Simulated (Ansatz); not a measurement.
**TaN: a short molecular-dynamics run**

Aim: set TaN (a database structure, 6 atoms, not relaxed) in motion for 20 steps of 2 fs at constant energy, with velocities drawn for 300 K, and see how temperature, energy and positions respond.

Method: DFT PBE, plane waves, PAW, scalar-relativistic, no spin polarisation, in Ansatz 0.2.0.

The cell holds 6 atoms (N3Ta3): a = 5.239 Å, b = 5.239 Å, c = 2.935 Å, α = 90.00°, β = 90.00°, γ = 120.00°.

Coordinates:

```
Ta N
1.0
     5.23861    0.00000    0.00000
    -2.61930    4.53677    0.00000
     0.00000    0.00000    2.93487
Ta N
3 3
Direct
  0.33330 0.66670 0.50000
  0.66670 0.33330 0.50000
  0.00000 0.00000 0.00000
  0.39280 0.00000 0.00000
  0.60720 0.60720 0.00000
  0.00000 0.39280 0.00000
```

The structure above is the start of the run; the results belong to its end.

```
                             quantity                         value
                               length              20 steps of 2 fs
     temperature, first and last step                  300 and 50 K
             temperature, second half  mean 151 K, from 50 to 214 K
        potential energy, second half   +16 meV/atom from the start
   largest change of the total energy                 0.27 meV/atom
mean square displacement, second half          N 0.002, Ta 0.001 Å²
```

The temperature starts at 300 K and averages 151 K in the second half, where it ranges from 50 to 214 K. About half is expected from a start at a minimum: kinetic energy passes into potential energy until both shares match. The total energy strays from its start by at most 0.27 meV/atom, 1.6 % of the mean kinetic energy, so a step of 2 fs is short enough over this time. The farthest move is 0.09 Å, against a mean nearest distance of 2.1 Å at the start: no atom has changed site so far. A run of 40 fs with 6 atoms shows the motion but fixes no equilibrium value. The k-mesh is coarse.

Q: Write an input and a launch command for the first run that leads to these results.

A: The one that was run. It is one of several that fit.

input.yaml

```yaml
crystal:
  lattice:
    - [5.23860904, 6.0e-07, 0.0]
    - [-2.619304, 4.5367688, 0.0]
    - [0.0, 0.0, 2.934871]
  atoms:
    - { symbol: Ta, position: [0.3333, 0.6667, 0.5] }
    - { symbol: Ta, position: [0.6667, 0.3333, 0.5] }
    - { symbol: Ta, position: [0.0, 0.0, 0.0] }
    - { symbol: "N", position: [0.3928, 0.0, 0.0] }
    - { symbol: "N", position: [0.6072, 0.6072, 0.0] }
    - { symbol: "N", position: [0.0, 0.3928, 0.0] }
kpoints:
  mp_grid: { grid: [3, 3, 5] }
magnetization:
  spin_polarized: false
scf:
  occupations: { method: gaussian, width: 0.1 }
hamiltonian:
  pseudopotentials: { kind: paw }
  xc: pbe
basis:
  ecutwfc: 420
md:
  timestep: 2.0
  n_steps: 20
  ensemble: nve
  temperature: 300.0
  initial_velocities: maxwell_boltzmann
  seed: 42038
```

Launch:

```sh
$ ansatz run input.yaml --threads 2 --pin off --max-ram 2560MiB --backend cpu --events-out ev --progress --plain --runs-dir out
```
